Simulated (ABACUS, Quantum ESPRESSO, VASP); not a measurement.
KMgF3: 3 runs at one level of theory

```xyz
5
Lattice="3.9859 0.0000 0.0000 0.0000 3.9859 0.0000 0.0000 0.0000 3.9859" Properties=species:S:1:pos:R:3 pbc="T T T"
K     1.9929    1.9929    1.9929
Mg    0.0000    0.0000    0.0000
F     0.0000    0.0000    1.9929
F     0.0000    1.9929    0.0000
F     1.9929    0.0000    0.0000
```

Alike in all runs: task equation of state; functional PBE; k mesh 7 × 7 × 7; occupations fermi-dirac, width 0.05 eV; no spin polarisation; no spin-orbit coupling.

| program and potentials | plane-wave cutoff (eV) | notes | equilibrium volume (Å³/atom) | bulk modulus (GPa) |
| --- | --- | --- | --- | --- |
| Quantum ESPRESSO, SSSP 1.3 efficiency PBE | 816 | - | 13.28 | 67.6 |
| ABACUS, PseudoDojo NC SR 0.4.1 PBE standard, plane waves | 1143 | - | 13.30 | 66.1 |
| VASP, PBE PAW files F, K_sv, Mg, 520 eV | 520 | - | 13.31 | 66.8 |

The equilibrium volume spans 13.28 (Quantum ESPRESSO, SSSP 1.3 efficiency PBE) to 13.31 Å³/atom (VASP, PBE PAW files F, K_sv, Mg, 520 eV). The bulk modulus spans 66.1 (ABACUS, PseudoDojo NC SR 0.4.1 PBE standard, plane waves) to 67.6 GPa (Quantum ESPRESSO, SSSP 1.3 efficiency PBE).

The functional is the same throughout but for its coding, so the spread measures potentials, basis and numerics; runs on potential files found faulty are left out.
